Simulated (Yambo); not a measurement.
# PtSe2 (Sudovikovite) (P-3m1) in Yambo: a series of runs, part 2 of 2

Yambo 5.3.0. Earlier steps stand in the parts before.

## (5) Optical spectrum, PBE

Contents of optics3.in:

```
optics
chi
Chimod= "HARTREE"
% BndsRnXd
 1 | 50 |
%
NGsBlkXd= 3 Ry
% LongDrXd
 1 | 1 | 0 |
%
% QpntsRXd
 1 | 1 |
%
% EnRngeXd
 0 | 20 | eV
%
% DmRngeXd
 0.1 | 0.1 | eV
%
ETStpsXd= 200
```

Contents of scf.in:

```
&CONTROL
  calculation = 'scf'
  prefix = 'pwscf'
  outdir = './tmp'
  pseudo_dir = './pseudo'
/
&SYSTEM
  ibrav = 0
  nat = 3
  ntyp = 2
  ecutwfc = 86
  nbnd = 34
  occupations = 'smearing'
  smearing = 'fd'
  degauss = 0.00367493
  force_symmorphic = .true.
/
&ELECTRONS
  conv_thr = 6d-10
  electron_maxstep = 120
  mixing_beta = 0.5
/
ATOMIC_SPECIES
Pt   195.0840 Pt.upf
Se    78.9710 Se.upf
CELL_PARAMETERS angstrom
   3.7240000000    0.0000000000    0.0000000000
  -1.8620000000    3.2250786037    0.0000000000
   0.0000000000    0.0000000000    5.0620000000
ATOMIC_POSITIONS crystal
Pt     0.0000000000    0.0000000000    0.0000000000
Se     0.6666666667    0.3333333333    0.7500000000
Se     0.3333333333    0.6666666667    0.2500000000
K_POINTS automatic
12 12 6 0 0 0
```

Contents of nscf.in:

```
&CONTROL
  calculation = 'nscf'
  prefix = 'pwscf'
  outdir = './tmp'
  pseudo_dir = './pseudo'
/
&SYSTEM
  ibrav = 0
  nat = 3
  ntyp = 2
  ecutwfc = 86
  nbnd = 55
  occupations = 'smearing'
  smearing = 'fd'
  degauss = 0.00367493
  force_symmorphic = .true.
/
&ELECTRONS
  conv_thr = 1d-08
  diago_full_acc = .true.
  diago_thr_init = 1d-06
/
ATOMIC_SPECIES
Pt   195.0840 Pt.upf
Se    78.9710 Se.upf
CELL_PARAMETERS angstrom
   3.7240000000    0.0000000000    0.0000000000
  -1.8620000000    3.2250786037    0.0000000000
   0.0000000000    0.0000000000    5.0620000000
ATOMIC_POSITIONS crystal
Pt     0.0000000000    0.0000000000    0.0000000000
Se     0.6666666667    0.3333333333    0.7500000000
Se     0.3333333333    0.6666666667    0.2500000000
K_POINTS automatic
6 6 4 0 0 0
```

Potentials or basis: PseudoDojo 0.4.1 SR PBE standard.

Command:

```console
> OMP_NUM_THREADS=1 pw.x -in scf.in > scf.out
> OMP_NUM_THREADS=1 pw.x -in nscf.in > nscf.out
> cd tmp/pwscf.save; p2y; mv SAVE ../..; cd ../..
> OMP_NUM_THREADS=1 yambo
> OMP_NUM_THREADS=1 yambo -F optics3.in -J optics3 -C optics3_out
```

Yambo's report:

```text
[... sections 02.01 to 02.04 as in the set-up run ...]

  [02.05] Energies & Occupations
  ==============================

  [X] === General ===
  [X] Electronic Temperature                        :  0.258606E-1   300.100    [eV K]
  [X] Bosonic    Temperature                        :  0.258606E-1   300.100    [eV K]
  [X] Finite Temperature mode                       : yes
  [X] El. density                                   :  0.82243E+24 [cm-3]
  [X] Fermi Level                                   :  13.81421 [eV]

  [X] === Gaps and Widths ===
  [X] Conduction Band Min                           :  13.81421 [eV]
  [X] Valence Band Max                              :  13.81421 [eV]
  [X] Filled Bands                                  :  24
  [X] Metallic Bands                                :  25  27
  [X] Empty Bands                                   :   28   55

  [X] === Metallic Characters ===
  [X] N of el / N of met el                         :  50.00000   1.97224
[... 35 lines left out ...]
 Q [23]         [rlu]:  0.15265E-16  0.33333     -0.25000
 Q [24]         [rlu]: -0.166667  0.500000 -0.250000

 [WARNING] [Xd] User bands 1-50 break level degeneracy

 [04] Dipoles
 ============

  [04.01] Setup: observables and procedures
  =========================================

  [WARNING] [x,Vnl] slows the Dipoles computation. To neglect it rename the ns.kb_pp file
  [WF-Oscillators/G space/Transverse up loader] Normalization (few states)  min/max  :  0.72815E-18   1.0000

  [WR./optics3//ndb.dipoles]------------------------------------------------------
   Brillouin Zone Q/K grids (IBZ/BZ)                :   24  144   24  144
   RL vectors                                       :   6631 [WF]
   Fragmentation                                    : yes
   Electronic Temperature                           :  300.1000 [K]
   Bosonic    Temperature                           :  300.1000 [K]
   DIP band range                                   :    1   50
   DIP band range limits                            :  27  25
   DIP e/h energy range                             : -1.000000 -1.000000 [eV]
   RL vectors in the sum                            :   6631
   [r,Vnl] included                                 : yes
   Bands ordered                                    : yes
   Direct v evaluation                              : no
   Approach used                                    : G-space v
   Dipoles computed                                 : R V P [G-space]
   Wavefunctions                                    : Perdew, Burke & Ernzerhof(X)+Perdew, Burke & Ernzerhof(C)

  [WARNING] [r,Vnl^pseudo] included in position and velocity dipoles.

  [WARNING] In case H contains other non local terms, these are neglected

 [05] Optics
 ===========

 [X-CG] R(p) Tot o/o(of R):   11775   91355     100

 [WARNING] The system is a metal but Drude term not included.
```

It took 5.6 min on 1 thread of Arm Neoverse V2, shared host; peak memory 0.59 GiB.

Results:

| Item | Value |
| --- | --- |
| Band gap on the k mesh, mean-field level | none (metal or under the smearing width) |

Dielectric function (along the field direction of the input):
```tsv
energy (eV)	real part	imaginary part
0.30	34.50	0.97
1.31	-1.69	30.64
2.31	-3.40	17.41
3.32	-5.82	13.12
4.42	-2.78	8.52
5.43	0.19	5.97
6.43	-0.81	5.21
7.54	-2.16	6.16
8.54	-3.23	3.76
9.55	-0.50	2.46
10.65	-0.02	2.84
11.66	-0.02	2.81
12.66	-0.73	2.32
13.77	-0.67	1.73
14.77	-0.44	1.89
15.78	-0.34	1.15
16.88	-0.39	1.12
17.89	-0.55	1.03
18.89	-0.18	0.71
20.00	-0.04	0.60
```

Caveat: the intraband (Drude) term of the metal is left out; the ground state has no gap, which makes the many-body step unreliable; spectra need much finer meshes, so this one isn't converged; these spectra lack excitons. Spin-orbit coupling is left out, which matters for the levels of Pt.

## (6) The runs side by side

```csv
direction of the field or of q to 0,gap on the mesh (eV)
x,none
y,none
z,none
x + y,none
```

Alike in all rows: task optical spectrum; level PBE; potentials or basis PseudoDojo 0.4.1 SR PBE standard; no spin polarisation; cell as given; k mesh 6 × 6 × 4; cutoff (eV) 1170; smearing fermi-dirac 0.05 eV.

Every run on the cell as given and a fine mesh finds a metal.

Caveats: the intraband (Drude) term of the metal is left out; the ground state has no gap, which makes the many-body step unreliable; spectra need much finer meshes, so this one isn't converged; these spectra lack excitons.

Absolute energies hang on the potentials; compare differences alone.
